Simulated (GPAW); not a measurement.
# CO in line between two Sb chains: transmission at several levels, part 2 of 2

Aim: T(E), conductance and thermopower of CO in line between two Sb chains, and what cheaper settings cost in accuracy.

GPAW 26.7.0; GPAW LCAO, PAW setups; Landauer transmission from Green's functions with principal layers (ASE), zero bias.

So far, transmission at the Fermi level (one spin): step 2 (double-zeta polarised basis, PBE, GPAW) 1.72; step 3 (basis szp(dzp), PBE, GPAW) 1.75; step 4 (basis sz(dzp), PBE, GPAW) 1.76; step 5 (LDA) 1.74.

**8. Smearing 0.3**

Smearing helps the SCF of a metal converge, but it blurs occupations at band edges near the Fermi level.

This step: GPAW LCAO, PAW setups; Landauer transmission from Green's functions with principal layers (ASE), zero bias (GPAW 26.7.0).

The input, run.py:

```python
import json
import numpy as np
from ase import Atoms
from ase.transport.calculators import TransportCalculator
from gpaw import GPAW, FermiDirac
from gpaw.lcao.tools import get_lcao_hamiltonian
from scipy.linalg import eigh

# The junction with lead layers at both ends, along the third cell vector
device = Atoms(
    ['Sb', 'Sb', 'Sb', 'Sb', 'C', 'O', 'Sb', 'Sb', 'Sb', 'Sb'],
    positions=[
        [4.50000, 4.50000, 1.37500],
        [4.50000, 4.50000, 4.12500],
        [4.50000, 4.50000, 6.87500],
        [4.50000, 4.50000, 9.62500],
        [4.50000, 4.50000, 11.59500],
        [4.50000, 4.50000, 12.75500],
        [4.50000, 4.50000, 14.61490],
        [4.50000, 4.50000, 17.36490],
        [4.50000, 4.50000, 20.11490],
        [4.50000, 4.50000, 22.86490]],
    cell=[[9.0, 0.0, 0.0], [0.0, 9.0, 0.0], [0.0, 0.0, 24.2399]],
    pbc=True)

# One principal layer of the lead: the first 2 atoms of the device
lead = Atoms(
    ['Sb', 'Sb'],
    positions=[
        [4.50000, 4.50000, 1.37500],
        [4.50000, 4.50000, 4.12500]],
    cell=[[9.0, 0.0, 0.0], [0.0, 9.0, 0.0], [0.0, 0.0, 5.5]],
    pbc=True)

settings = dict(mode='lcao', basis='dzp', xc='PBE', h=0.18,
                occupations=FermiDirac(0.3), maxiter=250,
                mixer=dict(beta=0.1, nmaxold=8, weight=100.0),
                convergence=dict(density=0.0001))
energies = np.arange(-2, 2 + 1e-9, 0.05)
eta = 0.0001
n1, n2 = 1, 1
# k and -k transmit alike, so half of the mesh across the current serves
mesh = [(i, j) for i in range(n1) for j in range(n2) if (i, j) <= (-i % n1, -j % n2)]
weights = np.array([1 if (i, j) == (-i % n1, -j % n2) else 2 for i, j in mesh]) / (n1 * n2)

# [... helper functions left out ...]
fermi_lead = ground_state(lead, (1, 1, 20), 'lead.txt')
fermi_device = ground_state(device, (1, 1, 3), 'device.txt')
# [... loop over the mesh left out, but for ...]
        # Shift the lead onto the potential of the device's first layer
        shift = ((H[:, 0, 0] - H0[:, 0, 0]) / S0[0, 0]).real.mean()
# [...]
kT = 8.617333e-5 * 77
bias = [0.1, 0.2, 0.5, 1.0, 1.5, 2.0]
# [... integrals and printing left out ...]
```

Run with:

```console
$ OMP_NUM_THREADS=1 OPENBLAS_NUM_THREADS=1 python run.py
```

Log:

```text
basis functions: device 210, principal layer 46
Fermi level: lead -3.1259 eV, device -3.0496 eV; lead shifted by -0.0218 eV
largest coupling past the next layer 7.85e-05 eV, largest misfit of the first layer 0.039 eV
  E-E_F (eV)   T (one spin)  [channel counts left out]
    -2.000    4.9775e-02
    -1.950    5.0295e-02
    -1.900    5.0811e-02
    -1.850    5.1324e-02
    -1.800    5.1833e-02
    -1.750    5.2340e-02
    -1.700    5.2845e-02
    -1.650    9.7905e-01
    -1.600    1.7737e+00
    -1.550    1.8390e+00
    -1.500    1.8532e+00
    -1.450    1.8542e+00
    -1.400    1.8498e+00
    -1.350    1.8422e+00
    -1.300    1.8324e+00
    -1.250    1.8211e+00
[...]
1.650    5.7097e-01
     1.700    5.0180e-01
     1.750    4.2555e-01
     1.800    3.4121e-01
     1.850    2.4763e-01
     1.900    1.4348e-01
     1.950    8.4931e-02
     2.000    8.5110e-02
conductance at 77 K: 1.6105 G0 a cell; thermopower 0.2967 uV/K
current from the zero-bias T(E) at 0.1 V: 12.476 uA
current from the zero-bias T(E) at 0.2 V: 24.938 uA
current from the zero-bias T(E) at 0.5 V: 62.128 uA
current from the zero-bias T(E) at 1.0 V: 122.86 uA
current from the zero-bias T(E) at 1.5 V: 181.5 uA
current from the zero-bias T(E) at 2.0 V: 238.14 uA
```

Run time: 36 s. Hardware: 1 thread of Arm Neoverse V2, shared host; peak memory 1.2 GiB.

The run finished with changed settings (width = 0.3); it serves as a test.

The two runs compared:

| quantity | this run | sound run | difference |
| --- | --- | --- | --- |
| conductance (G₀) | 1.6105 | 1.7168 | -0.106 |
| largest coupling past the next principal layer (eV) | 7.853e-5 | 7.852e-5 | 1.2e-8 |
| largest misfit of the first principal layer (eV) | 0.039407 | 0.058609 | -0.0192 |
| shift that aligns the lead (eV) | -0.021825 | -0.080422 | 0.0586 |
| transmission at the Fermi level (one spin) | 1.6106 | 1.7173 | -0.107 |

The two runs differ clearly in the shift that aligns the lead: -0.0218 eV against -0.0804 eV.

**9. Broadening 0.01**

The broadening keeps the Green's functions finite; too large a value absorbs electrons where channels are open and leaks them where none are.

Changes to run.py since step 8:

```diff
@@ -35,3 +35,3 @@
 settings = dict(mode='lcao', basis='dzp', xc='PBE', h=0.18,
-                occupations=FermiDirac(0.3), maxiter=250,
+                occupations=FermiDirac(0.1), maxiter=250,
                 mixer=dict(beta=0.1, nmaxold=8, weight=100.0),
@@ -39,3 +39,3 @@
 energies = np.arange(-2, 2 + 1e-9, 0.05)
-eta = 0.0001
+eta = 0.01
 n1, n2 = 1, 1
```

Log:

```text
basis functions: device 210, principal layer 46
Fermi level: lead -3.1684 eV, device -3.0606 eV; lead shifted by -0.0804 eV
largest coupling past the next layer 7.85e-05 eV, largest misfit of the first layer 0.059 eV
  E-E_F (eV)   T (one spin)  [channel counts left out]
    -2.000    4.8723e-02
    -1.950    4.9139e-02
    -1.900    4.9556e-02
    -1.850    4.9974e-02
    -1.800    5.0396e-02
    -1.750    5.0849e-02
    -1.700    5.7237e-02
    -1.650    9.5658e-01
    -1.600    1.2831e+00
    -1.550    1.3806e+00
    -1.500    1.4409e+00
    -1.450    1.4900e+00
    -1.400    1.5299e+00
    -1.350    1.5596e+00
    -1.300    1.5788e+00
    -1.250    1.5883e+00
[...]
1.650    4.7769e-01
     1.700    4.1032e-01
     1.750    3.3664e-01
     1.800    2.5712e-01
     1.850    1.7311e-01
     1.900    9.2199e-02
     1.950    7.9531e-02
     2.000    7.9494e-02
conductance at 77 K: 1.5553 G0 a cell; thermopower 0.1353 uV/K
current from the zero-bias T(E) at 0.1 V: 12.044 uA
current from the zero-bias T(E) at 0.2 V: 24.053 uA
current from the zero-bias T(E) at 0.5 V: 59.542 uA
current from the zero-bias T(E) at 1.0 V: 115.51 uA
current from the zero-bias T(E) at 1.5 V: 167.02 uA
current from the zero-bias T(E) at 2.0 V: 215.97 uA
```

The job ended after 36 s (1 thread; peak memory 1.2 GiB).

The run finished with changed settings (eta = 0.01); it serves as a test.

The two runs compared:

```csv
quantity,this run,sound run,difference
conductance (G₀),1.5553,1.7168,-0.162
transmission at the Fermi level (one spin),1.5557,1.7173,-0.162
```

The two runs differ clearly in the transmission at the Fermi level (one spin): 1.56 against 1.72.

**10. Outcome**

| Property | Result |
| --- | --- |
| conductance | 1.72 G₀ |
| transmission at the Fermi level, mean of the spins | 1.72 |
| thermopower | about 0 (under 1.5 μV/K) |

What this shows: In the dzp basis the junction conducts 1.72 G₀ at 77 K, with T = 1.72 a spin at the Fermi level; the sz basis reaches that conductance within 10 %. At the Fermi level the three most open eigenchannels pass 0.82, 0.82 and 0.070. Measured against the first run (dzp), the nearest curve is that of szp (r.m.s. 0.059) and the farthest that of sz (0.34). Over the compared runs wall time goes from 25 s (sz) to 36 s (dzp), on a shared host. The geometry was built from estimated bond lengths and not relaxed, so the numbers describe this model structure. Spin-orbit coupling is left out, which matters for the heavy atoms here. An evenly spaced straight chain is an idealisation: free chains tend to dimerise, zigzag or, where a band edge lies near the Fermi level, turn magnetic. The currents use the zero-bias T(E) throughout, which holds only while the bias is small against the distance to the nearest feature. The energy step is wider than the thermal energy, so the conductance and thermopower rest on interpolation of T(E).

[Logs are printed without paths, hosts, clocks, repeated set-up lines and the standing remarks that a program may print on its own settings, such as how far it seeks lower states.]

[Hosts, paths, dates, database ids (printed as entryN), source tags and the programs' standing remarks are cut or masked in the printed files.]
